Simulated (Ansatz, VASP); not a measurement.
LiCl: VASP beside Ansatz

Contents of INCAR:

```
SYSTEM = LiCl
PREC     = Accurate       ! precision mode
ENCUT    = 520            ! plane-wave cutoff, eV
EDIFF    = 1E-7           ! SCF threshold, eV
ISMEAR   = -1             ! smearing method
SIGMA    = 0.05           ! smearing width, eV
LREAL    = .False.        ! projectors in reciprocal space
LASPH    = .True.         ! aspherical terms in the spheres
NELM     = 100            ! most SCF steps
ALGO     = Normal         ! electronic algorithm
ISIF     = 2              ! what is computed and relaxed
LWAVE    = .False.        ! write WAVECAR
LCHARG   = .False.        ! write CHGCAR
GGA      = PE             ! functional
NBANDS   = 12             ! bands
```

File KPOINTS:

```
Automatic mesh
0
Gamma
  9 9 9
  0 0 0
```

Contents of POSCAR:

```
LiCl
1.0
    0.0000000000      2.6150723786      2.6150723786
    2.6150723786      0.0000000000      2.6150723786
    2.6150723786      2.6150723786      0.0000000000
Cl Li
1 1
Direct
    0.5000000000      0.5000000000      0.5000000000
    0.0000000000      0.0000000000      0.0000000000
```

File input.yaml:

```yaml
crystal:
  lattice:
    - [0.0, 2.6150723786, 2.6150723786]
    - [2.6150723786, 0.0, 2.6150723786]
    - [2.6150723786, 2.6150723786, 0.0]
  atoms:
    - { symbol: Cl, position: [0.5, 0.5, 0.5] }
    - { symbol: Li, position: [0.0, 0.0, 0.0] }
hamiltonian:
  xc: pbe
  pseudopotentials: { kind: paw }
kpoints:
  mp_grid: { grid: [9, 9, 9] }
scf:
  occupations: { method: fermi_dirac, width: 0.05 }
output:
  forces: true
  stress: true
  eigenvalues: true
```

Change from the starting cell: volume scaled by 1.06.

Alike in both runs: task single point; functional PBE; k mesh 9 × 9 × 9; occupations fermi-dirac, width 0.05 eV; no spin polarisation.

|  | VASP | Ansatz |
| --- | --- | --- |
| version | VASP 6.6.1 | Ansatz 0.2.0 |
| potentials or method | VASP PAW PBE potentials, release 64 (Cl, Li_sv) | Ansatz PAW |
| plane-wave cutoff (eV) | 520 | 420 |
| valence electrons in the cell | 10 | 10 |

|  | VASP | Ansatz | Ansatz less VASP |
| --- | --- | --- | --- |
| gap on the k mesh at the Fermi level (eV) | 6.02 | 6.01 | -0.011 |
| least direct gap on the mesh (eV) | 6.02 | 6.01 | -0.011 |

With one functional, cell and mesh, what is left measures potentials, basis and numerics.

Caveats: an odd mesh through Γ misses points on the zone boundary, where band edges often lie (VASP); odd divisions of the mesh miss points on the zone boundary, where band edges often lie, so the gap on the mesh can be too wide (Ansatz).
